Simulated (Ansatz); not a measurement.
# Random wurtzite alloy of AlN and GaN (72 atoms): support functions against a reference

Aim: test how closely localised support functions follow the reference on random wurtzite alloy of AlN and GaN (72 atoms), and at what cost. A setting counts as converged where the r.m.s. difference of forces stays under 1 % of the r.m.s. force.

Main program and level: Ansatz 0.2.0; Kohn-Sham DFT, PBE, PAW (set soft_2), plane waves.

## 1. Set-up

The cell holds 72 atoms: 32 Al, 36 N and 4 Ga. Cell: a = 9.362 Å, b = 9.362 Å, c = 10.009 Å, α = 90.0°, β = 90.0°, γ = 120.0°. It derives from AlN and GaN (wurtzite), repeated 3×3×2. Wurtzite AlN, 3 x 3 x 2 conventional cells, 4 of 36 Al sites given to Ga at random (x = 0.111), lattice by Vegard's rule (a = 3.121 Å, c = 5.005 Å); not relaxed, displaced by a Gaussian of 0.02 Å.

Coordinates:

```xyz
72
Lattice="9.3618 0.0000 0.0000 -4.6809 8.1076 0.0000 0.0000 0.0000 10.0092" Properties=species:S:1:pos:R:3 pbc="T T T"
Al    0.0066    0.0173    0.0108
N    -0.0149    1.8253    0.5973
Al   -0.0002    1.8012    2.4832
N     9.3237    0.0129    3.0840
Al    0.0060    0.0131    4.9957
N    -0.0258    1.8199    5.6021
Al   -0.0129    1.8159    7.4788
N     0.0060    0.0386    8.0907
Al    7.7809    2.7275    0.0045
N    -1.6047    4.4774    0.5954
Al   -1.5785    4.4967    2.4871
N     7.7844    2.7126    3.1034
Ga   -1.5647    2.7388    4.9685
N    -1.5645    4.4978    5.6096
Al   -1.5848    4.4761    7.5061
N     7.7893    2.7160    8.0931
Al    6.2139    5.3912    9.9822
N    -3.1171    7.1960    0.5761
Al   -3.1397    7.2102    2.5409
N     6.2207    5.3880    3.0890
Al    6.1974    5.3825    5.0308
N    -3.1162    7.2049    5.6203
Al   -3.0943    7.2167    7.4976
N    -3.1215    5.4350    8.0712
Al    3.1523    0.0086    0.0056
N     3.1436    1.8058    0.5874
Al    3.1189    1.8412    2.4838
N    -1.5799    8.0979    3.1143
Al   -1.5481    8.0917    5.0255
N     3.1381    1.7782    5.5788
Al    3.1297    1.8000    7.4971
N     3.1057    0.0002    8.1212
Al    1.5959    2.6964   10.0031
N     1.5594    4.5264    0.6075
Al    1.5711    4.4777    2.4930
N     1.5541    2.7311    3.1257
Al    1.5792    2.7211    5.0265
N     1.5796    4.5585    5.5945
Al    1.6002    4.5371    7.5260
N     1.5710    2.7220    8.0695
Al   -0.0346    5.4030    9.9976
N    -0.0010    7.2062    0.6434
Al   -0.0135    7.1844    2.5030
N    -0.0141    5.4039    3.0905
Al   -0.0044    5.3960    5.0073
N    -0.0304    7.2013    5.6137
Ga    0.0066    7.2292    7.4948
N     0.0200    5.4299    8.0925
Ga    6.2603    0.0281    0.0182
N     6.2549    1.8257    0.5612
Al    6.2552    1.8034    2.4854
N     1.5846    8.0924    3.1146
Al    6.2345    0.0311    5.0313
N     6.2005    1.8313    5.6244
Al    6.2931    1.7880    7.5426
N     6.2421    0.0288    8.1023
Al    4.6735    2.7001    9.9914
N     4.6711    4.5055    0.6172
Al    4.6632    4.4872    2.4936
N     4.6941    2.6965    3.0828
Al    4.6688    2.6968    4.9723
N     4.6847    4.5258    5.6066
Al    4.6630    4.4986    7.4954
N     4.6713    2.6880    8.1153
Al    3.1107    5.4036    0.0161
N     3.1236    7.2661    0.5911
Ga    3.1184    7.1868    2.4964
N     3.1394    5.3966    3.0935
Al    3.1487    5.3579    5.0337
N     3.1460    7.2002    5.5600
Al    3.1114    7.2130    7.4941
N     3.1019    5.3970    8.1008
```

Before any run, some limits are plain. The host structure and its lattice constant were typed by rule, without a check against the phase diagram. Only the Γ point is sampled, in a cell whose shortest periodic width is 8 Å.

## 2. Plane-wave single point

This run is the reference for what follows, at a cutoff of 420 eV.

input.yaml reads:

```yaml
crystal:
  lattice:
    - [9.3618, 0.0, 0.0]
    - [-4.6809, 8.10756, 0.0]
    - [0.0, 0.0, 10.0092]
  atoms:
    - { symbol: Al, position: [0.00177, 0.00213, 0.00108] }
    - { symbol: "N", position: [0.11097, 0.22513, 0.05968] }
    - { symbol: Al, position: [0.11106, 0.22216, 0.24809] }
    - { symbol: "N", position: [0.99673, 0.00159, 0.30812] }
    [... 62 atom lines left out ...]
    - { symbol: Ga, position: [0.77631, 0.88643, 0.24941] }
    - { symbol: "N", position: [0.66816, 0.66563, 0.30907] }
    - { symbol: Al, position: [0.66676, 0.66085, 0.50291] }
    - { symbol: "N", position: [0.78009, 0.88808, 0.55549] }
    - { symbol: Al, position: [0.77718, 0.88966, 0.74872] }
    - { symbol: "N", position: [0.66418, 0.66568, 0.80934] }
kpoints:
  mp_grid: { grid: [1, 1, 1] }
hamiltonian:
  xc: pbe
scf:
  occupations: { method: fixed }
output:
  forces: true
  stress: true
  populations: true
  dos:
    method: { smearing: { sigma: 0.1 } }
    de: 0.1
    projected: { site_lists: { Al: [Al], Ga: [Ga], "N": ["N"] } }
  eigenvalues: true
  write_density: true
  write_potential: true
  volumetric_format: npy
```

Started as:

```console
$ ansatz run input.yaml --threads 4 --pin off --max-ram 8192MiB --backend cpu --events-out ev --progress --plain --runs-dir out
```

Log:

```text
Engine: ansatz 0.2.0, aarch64-unknown-linux-gnu
Pseudopotentials: kind: paw
Pseudopotential: Al, paw, valence charge 3, recommended cutoff 420 eV (normal), Al.paw.azcp
Pseudopotential: N, paw, valence charge 5, recommended cutoff 420 eV (normal), N.paw.azcp
Pseudopotential: Ga, paw, valence charge 13, recommended cutoff 420 eV (normal), Ga.paw.azcp
Functional definition: PBE
  parameter kappa = 0.804
  parameter beta = 0.066725
  exchange = pbe_x(kappa = kappa, mu = beta*pi^2/3)
  correlation = pbe_c(beta = beta)
Crystal: 72 atoms, lattice volume = 759.712 Å³
Basis set: ecut = 420 eV, 14817 PW (Γ), exchange–correlation on 128×128×144 points (8 copies of the dense FFT grid, shifted against one another)
Bands: 236, of which v1, the nominal top of the filled ones, is band 164 counted from 1 (163 counted from 0)
Symmetry: 1 space group operations
Space group: P1 (ITA 1), of the structure as read, at distance tolerance 9.1e-5 Å
k-points: 1
Non-local potential: Al, projectors of the file, l = 0: 2, l = 1: 2, l = 2: 1
Non-local potential: N, projectors of the file, l = 0: 2, l = 1: 2, l = 2: 1
Non-local potential: Ga, projectors of the file, l = 0: 2, l = 1: 2, l = 2: 3, l = 3: 1
PAW form: soft (Blöchl's): semilocal exchange-correlation on the pseudo side does not see the compensation charge
PAW one-centre angular grid: Al, 110 points (default); XC on 64 Gauss nodes
PAW one-centre angular grid: N, 110 points (default); XC on 64 Gauss nodes
PAW one-centre angular grid: Ga, 590 points (default); XC on 64 Gauss nodes
Initial density: superposition of atomic densities (neutral atoms: chi_scale 0, normalization atom), corrected by the library's trained network
Initial wavefunctions: pseudopotential atomic-orbital guess
Functional: x = pbe(κ = 0.804, μ = 0.219515), c = pbe(β = 0.066725)
SCF iter   1: F=—  HF=-46242.646696 eV  |F-HF|=—  |Δ(HF+E_count)|=         —  Δρ=3.97e-3  dr2=1.24e-1  ethr=1.77e-3  ⟨swp⟩=5.0  Hψ=861  notcnv=0  defer=69
preconditioner: auto → Resta (q_TF=auto, 2.372 Å⁻¹)  ε∞=4.1  [insulator: Δε(μ)=3.858 eV  Ē_g=13.931 eV  n_scr=162 (ndim 8)  ℏωp=24.4 eV  f_vac=0.000  ε∞_Penn≈4.1]
SCF iter   2: F=—  HF=-46242.616159 eV  |F-HF|=—  |Δ(HF+E_count)|=   3.05e-2  Δρ=1.54e-3  dr2=1.16e-2  ethr=3.78e-5  ⟨swp⟩=2.0  Hψ=343  notcnv=0  defer=70
SCF iter   3: F=—  HF=-46242.617024 eV  |F-HF|=—  |Δ(HF+E_count)|=   8.65e-4  Δρ=7.39e-4  dr2=3.15e-3  ethr=3.55e-6  ⟨swp⟩=2.0  Hψ=174  notcnv=0  defer=70
SCF iter   4: F=—  HF=-46242.617638 eV  |F-HF|=—  |Δ(HF+E_count)|=   6.15e-4  Δρ=1.32e-4  dr2=1.05e-4  ethr=9.60e-7  ⟨swp⟩=2.0  Hψ=305  notcnv=0  defer=70
SCF iter   5: F=—  HF=-46242.617630 eV  |F-HF|=—  |Δ(HF+E_count)|=   8.58e-6  Δρ=6.40e-5  dr2=2.39e-5  ethr=3.19e-8  ⟨swp⟩=2.0  Hψ=336  notcnv=0  defer=64
SCF iter   6: F=—  HF=-46242.615245 eV  |F-HF|=—  |Δ(HF+E_count)|=   2.39e-3  Δρ=3.07e-5  dr2=6.50e-6  ethr=7.30e-9  ⟨swp⟩=2.0  Hψ=400  notcnv=0  defer=64
SCF iter   7: F=—  HF=-46242.615246 eV  |F-HF|=—  |Δ(HF+E_count)|=   7.11e-7  Δρ=7.69e-6  dr2=4.03e-7  ethr=1.98e-9  ⟨swp⟩=2.0  Hψ=333  notcnv=0  defer=64
SCF iter   8: F=-46242.615246 eV  HF=-46242.615246 eV  |F-HF|=4.14e-9  |Δ(HF+E_count)|=   1.31e-7  Δρ=1.84e-6  dr2=2.60e-8  ethr=3.05e-11  ⟨swp⟩=24.0  Hψ=2161  notcnv=0
SCF 1 converged in 8 iterations: F = -46242.615246 eV  dr2 = 2.60e-8
  greatest PAW one-centre occupation: 0.996 electrons in one spin orbital (limit 2), on the Ga atom at site 66 (counted from 0), in its partial waves of l = 2
SCF converged after 8 iterations
Free energy (F): -46242.615246 eV
Harris-Foulkes:  -46242.615246 eV  (|F-HF|=4.14e-9)
Internal energy: -46242.615246 eV  (E = F + TS)
E sigma→0 (E₀):  -46242.615246 eV
Fermi energy:    7.564269 eV
--- Per-component energies (eV) ---
  E_band       = 429.641712
  E_kinetic    = 6108.773471
  E_local      = -18462.308628  (includes V_loc(G=0)·N_el)
  E_nonlocal   = 3667.588311
  E_hartree    = 7802.632295
  E_xc         = -3776.382428
  E_vxc        = -3994.864149  (∫ρ·V_xc dr)
  E_paw        = -27527.633395  (= ΣΔE_a)
  E_vpaw       = -2494.811555  (= ΣTr[D̂ρ^β])
  E_aug_tail   = 0.002903  (compensation charges beyond the density's cutoff)
  E_ewald      = -14055.287774
  E_smearing   = -0.000000  (= −TS)
  E_closure    = -0.000000  (closes the sum)
  Σ components = -46242.615246   (vs F -46242.615246, Δ=0.00e0)
--- Forces (eV/Å), atoms counted from 1 ---
  atom   1  Al     0.25768821     0.04411052    -0.33428818
  atom   2  N      0.47686033     0.10820934    -0.25931412
  atom   3  Al    -0.15159838     0.23918192     0.47779619
  atom   4  N      1.61335827     0.59416101     0.50764569
  atom   5  Al    -0.07100851    -0.03850924     0.19308013
  atom   6  N      1.34010140    -0.42345110    -0.09609707
  atom   7  Al     0.26639705     0.10587693     0.47830399
  atom   8  N     -0.18005697    -0.50922809     0.04464450
  atom   9  Al     0.55701172    -0.42823523    -0.29101373
  atom  10  N      0.39800758     0.68545825    -0.33620404
  atom  11  Al     0.00111843     0.34144920     0.38732266
  atom  12  N      0.30948689    -0.16465430    -1.87342618
  atom  13  Ga    -0.39511451    -0.69392973     0.67279333
  atom  14  N     -0.13327257     1.36721642     0.25932398
[...]
atom  71  Al     0.50244394     0.12261514    -0.03643896
  atom  72  N      0.85892835     0.61231740     0.26107706
  max |Σ_I F_I| component: 3.10e-4 eV/Å
--- Stress (GPa, compression-positive) ---
        4.985692       0.157399       0.215043
        0.157398       5.073682      -0.254732
        0.215041      -0.254733       3.730359
  P = ⅓ Tr σ = 4.5966 GPa (45.966 kbar)
--- Band table (eV) ---
  k-point 0: bands = ["-7.8026", "-7.0477", "-7.0272", "-6.8587", [... 220 levels ...], "17.1531", "17.1652", "17.4376", "17.5004", "17.5624", "17.6090", "17.6200", "17.6976", "17.7349", "17.7557", "17.9515", "18.3410"]
--- Löwdin populations: 72 sites ---
  site symbol       q [e]
     0     Al      1.8915
     1      N      6.0391
     2     Al      1.8834
[...]
71      N      6.0486
  spilling = 0.006833 (of n_electrons = 328.000000)
```

Wall time 8 s (4 threads of Arm Neoverse V1, shared host); peak memory 0.9 GiB.

The run gave:

- free energy: -46242.6152 eV
- free energy per atom: -642.2585 eV/atom
- SCF cycles: 8
- pressure: 4.597 GPa
- r.m.s. force component: 0.5441 eV/Å
- longest force: 2.05 eV/Å
- Fermi energy: 7.564 eV
- gap (highest filled to lowest empty level): 3.837 eV
- spilling of the projection: 0.006833

The r.m.s. force component of 0.54 eV/Å and the pressure of 4.6 GPa set the scale for the differences below.

## 3. Support functions low

The cell is solved in localised support functions.

This step: Kohn-Sham DFT, PBE, PAW (set soft_2), localised support functions (low) (Ansatz 0.2.0).

input.yaml, the sections that differ from step 2:

```yaml
scf:
  occupations: { method: fixed }
  eigensolver: { kind: { support_functions: { accuracy: low } } }
  max_iter: 150
output:
  forces: true
  eigenvalues: true
# crystal, kpoints, hamiltonian: as in step 2
```

Log:

```text
Warning: scf.eigensolver.kind.support_functions: disabling space-group detection — the functions' gradient is summed over unrotated k-points, so no spatial operation reduces the k-mesh or symmetrises the density; time reversal is kept, so that k and −k are solved as one point where they differ and the mesh holds both, and exact exchange and, on two spinor components, a DFT+U term hold to it where the run has them: [...]
settings of this run that can trade accuracy for cost: scf.eigensolver.kind.support_functions; scf.eigensolver.kind.support_functions.accuracy: low [...]
[...]
Crystal: 72 atoms, lattice volume = 759.712 Å³
Basis set: ecut = 420 eV, 14817 PW (Γ), exchange–correlation on 128×128×144 points (8 copies of the dense FFT grid, shifted against one another)
Bands: 197, of which v1, the nominal top of the filled ones, is band 164 counted from 1 (163 counted from 0)
Symmetry: 1 space group operations
k-points: 1
[...]
SCF iter   1: F=—  HF=-46251.319710 eV  |F-HF|=—  |Δ(HF+E_count)|=         —  Δρ=1.37e-1  dr2=1.67e2  ethr=1.00e-1
[...]
SCF iter  10: F=—  HF=-46242.825253 eV  |F-HF|=—  |Δ(HF+E_count)|=   2.06e-3  Δρ=8.29e-5  dr2=3.14e-5  ethr=6.90e-9  κ⁻¹=7.4e-7(r=7)
SCF iter  11: F=-46242.826627 eV  HF=-46242.826629 eV  |F-HF|=2.10e-6  |Δ(HF+E_count)|=   1.38e-3  Δρ=1.73e-5  dr2=2.00e-6  ethr=6.90e-9
SCF 1 converged in 11 iterations: F = -46242.838248 eV  dr2 = 2.00e-6
[...]
SCF converged after 11 iterations
Stability not checked: this state was not tested for a lower state beside it, because the mixer in use, unlike msr1, does not test its closes by its own steps (another_mixer; see scf.mixing.algorithm and scf.lower_state_search)
Free energy (F): -46242.838248 eV
[...]
Internal energy: -46242.838248 eV  (E = F + TS)
E sigma→0 (E₀):  -46242.838248 eV
Fermi energy:    7.564146 eV
[...]
Σ components = -46242.838248   (vs F -46242.838248, Δ=0.00e0)
--- Forces (eV/Å), atoms counted from 1 ---
  atom   1  Al     0.25606718     0.04346257    -0.33350328
  atom   2  N      0.47770444     0.10816317    -0.25996955
  atom   3  Al    -0.15290428     0.23879615     0.47829794
  atom   4  N      1.61502770     0.59423555     0.50711127
[...]
atom  72  N      0.85959943     0.61244147     0.26012003
  max |Σ_I F_I| component: 1.48e-2 eV/Å
--- Band table (eV) ---
[...]
```

Run time: 72 s. Hardware: 4 threads; peak memory 2.4 GiB.

The program notes that the band table was not solved further than the SCF left it and it switched symmetry off.

Keys that differ from the reference: support_functions.accuracy = "low" and scf.max_iter = 150.

Forces differ from the reference by 0.78 meV/Å r.m.s., 0.14 % of their size, well within a tolerance of 1 %; the energy by -3.1 meV/atom. It took roughly 9.0 times the reference's time (one timing each, with unlike analyses asked), in 11 cycles against 8.

## 4. Support functions medium

The cell is solved in localised support functions.

This step: Kohn-Sham DFT, PBE, PAW (set soft_2), localised support functions (medium) (Ansatz 0.2.0).

input.yaml, the sections that differ from step 3:

```yaml
scf:
  occupations: { method: fixed }
  eigensolver: { kind: { support_functions: { accuracy: medium } } }
  max_iter: 150
# crystal, kpoints, hamiltonian, output: as in step 3
```

Log:

```text
[...]
Crystal: 72 atoms, lattice volume = 759.712 Å³
Basis set: ecut = 420 eV, 14817 PW (Γ), exchange–correlation on 128×128×144 points (8 copies of the dense FFT grid, shifted against one another)
Bands: 197, of which v1, the nominal top of the filled ones, is band 164 counted from 1 (163 counted from 0)
Symmetry: 1 space group operations
k-points: 1
[...]
SCF iter   1: F=—  HF=-46251.319710 eV  |F-HF|=—  |Δ(HF+E_count)|=         —  Δρ=1.37e-1  dr2=1.67e2  ethr=1.00e-1
[...]
SCF iter  11: F=—  HF=-46242.826629 eV  |F-HF|=—  |Δ(HF+E_count)|=   1.38e-3  Δρ=1.73e-5  dr2=2.00e-6  ethr=6.90e-9  κ⁻¹=2.5e-6(r=7)
SCF iter  12: F=-46242.827702 eV  HF=-46242.827702 eV  |F-HF|=4.40e-7  |Δ(HF+E_count)|=   1.07e-3  Δρ=1.20e-5  dr2=1.13e-6  ethr=6.08e-10
SCF 1 converged in 12 iterations: F = -46242.838236 eV  dr2 = 1.13e-6
[...]
SCF converged after 12 iterations
[...]
Free energy (F): -46242.838236 eV
[...]
Internal energy: -46242.838236 eV  (E = F + TS)
E sigma→0 (E₀):  -46242.838236 eV
Fermi energy:    7.563979 eV
[...]
Σ components = -46242.838236   (vs F -46242.838236, Δ=0.00e0)
--- Forces (eV/Å), atoms counted from 1 ---
  atom   1  Al     0.25656049     0.04368132    -0.33364796
  atom   2  N      0.47755857     0.10822414    -0.25992324
  atom   3  Al    -0.15247163     0.23891059     0.47810981
  atom   4  N      1.61493191     0.59430050     0.50714071
[...]
atom  72  N      0.85954075     0.61254157     0.26017278
  max |Σ_I F_I| component: 1.49e-2 eV/Å
--- Band table (eV) ---
[...]
```

Elapsed: 78 s, on 4 threads; peak memory 2.4 GiB; 5 min of CPU time.

Keys that differ from the reference: support_functions.accuracy = "medium" and scf.max_iter = 150.

Forces differ from the reference by 0.61 meV/Å r.m.s., 0.11 % of their size, well within a tolerance of 1 %; the energy by -3.1 meV/atom. It took roughly 9.7 times the reference's time (one timing each, with unlike analyses asked), in 12 cycles against 8.

## 5. Support functions medium, radius 2.94 Å

The radius confines each support function; a larger one gives more freedom and more work per atom.

input.yaml, the sections that differ from step 4:

```yaml
scf:
  occupations: { method: fixed }
  eigensolver: { kind: { support_functions: { accuracy: medium, radius: 2.94 } } }
  max_iter: 150
# crystal, kpoints, hamiltonian, output: as in step 4
```

Log:

```text
Warning: scf.eigensolver.kind.support_functions: disabling space-group detection — the functions' gradient is summed over unrotated k-points, so no spatial operation reduces the k-mesh or symmetrises the density; time reversal is kept, so that k and −k are solved as one point where they differ and the mesh holds both, and exact exchange and, on two spinor components, a DFT+U term hold to it where the run has them: [...]
settings of this run that can trade accuracy for cost: scf.eigensolver.kind.support_functions [...]
Engine: ansatz 0.2.0, aarch64-unknown-linux-gnu
Pseudopotentials: kind: paw
Pseudopotential: Al, paw, valence charge 3, recommended cutoff 420 eV (normal), Al.paw.azcp
Pseudopotential: N, paw, valence charge 5, recommended cutoff 420 eV (normal), N.paw.azcp
Pseudopotential: Ga, paw, valence charge 13, recommended cutoff 420 eV (normal), Ga.paw.azcp
[... 5 lines on functional and potentials left out ...]
Error: SCF: the radius of support functions is under 3.29 Å, the least for these sites at the functions' level (scf.eigensolver.kind.support_functions.accuracy). Use scf.eigensolver.kind: auto, or type scf.eigensolver.kind.support_functions.radius at least as long, [...]
```

The job ended after 2.1 s (4 threads; peak memory 0.24 GiB; 6.3 s of CPU time).

The program refuses radii under 3.29 Å for these atoms at this level.

## 6. Support functions medium, radius 3.36 Å

The radius confines each support function; a larger one gives more freedom and more work per atom.

input.yaml, the sections that differ from step 5:

```yaml
scf:
  occupations: { method: fixed }
  eigensolver: { kind: { support_functions: { accuracy: medium, radius: 3.36 } } }
  max_iter: 150
# crystal, kpoints, hamiltonian, output: as in step 5
```

Log:

```text
[...]
Crystal: 72 atoms, lattice volume = 759.712 Å³
Basis set: ecut = 420 eV, 14817 PW (Γ), exchange–correlation on 128×128×144 points (8 copies of the dense FFT grid, shifted against one another)
Bands: 197, of which v1, the nominal top of the filled ones, is band 164 counted from 1 (163 counted from 0)
Symmetry: 1 space group operations
k-points: 1
[...]
SCF iter   1: F=—  HF=-46249.324441 eV  |F-HF|=—  |Δ(HF+E_count)|=         —  Δρ=1.37e-1  dr2=1.66e2  ethr=1.00e-1
[...]
SCF iter  11: F=—  HF=-46242.818586 eV  |F-HF|=—  |Δ(HF+E_count)|=   2.02e-3  Δρ=2.15e-5  dr2=2.85e-6  ethr=6.73e-9  κ⁻¹=3.0e-6(r=7)
SCF iter  12: F=-46242.820162 eV  HF=-46242.820163 eV  |F-HF|=7.91e-7  |Δ(HF+E_count)|=   1.58e-3  Δρ=1.31e-5  dr2=1.29e-6  ethr=8.67e-10
SCF 1 converged in 12 iterations: F = -46242.838303 eV  dr2 = 1.29e-6
[...]
SCF converged after 12 iterations
[...]
Free energy (F): -46242.838303 eV
[...]
Internal energy: -46242.838303 eV  (E = F + TS)
E sigma→0 (E₀):  -46242.838303 eV
Fermi energy:    7.563982 eV
[...]
Σ components = -46242.838303   (vs F -46242.838303, Δ=0.00e0)
--- Forces (eV/Å), atoms counted from 1 ---
  atom   1  Al     0.25666074     0.04383961    -0.33363145
  atom   2  N      0.47794830     0.10798801    -0.25986436
  atom   3  Al    -0.15233837     0.23913872     0.47783043
  atom   4  N      1.61533900     0.59431738     0.50765024
[...]
atom  72  N      0.85939163     0.61224588     0.26059133
  max |Σ_I F_I| component: 1.10e-2 eV/Å
--- Band table (eV) ---
[...]
```

It took 72 s on 4 threads; peak memory 2.3 GiB.

Keys that differ from the reference: support_functions.accuracy = "medium", support_functions.radius = 3.36 and scf.max_iter = 150.

Forces differ from the reference by 0.69 meV/Å r.m.s., 0.13 % of their size, well within a tolerance of 1 %; the energy by -3.1 meV/atom. It took roughly 9.0 times the reference's time (one timing each, with unlike analyses asked), in 12 cycles against 8.

(Part 1 of 2 ends here.)

[Long decimals in the printed logs are rounded to 6 places.]

[Logs are printed without paths, hosts, clocks, repeated set-up lines and the standing remarks that a program may print on its own settings, such as how far it seeks lower states.]

[Hosts, paths, dates, database ids (printed as entryN), source tags and the programs' standing remarks are cut or masked in the printed files.]
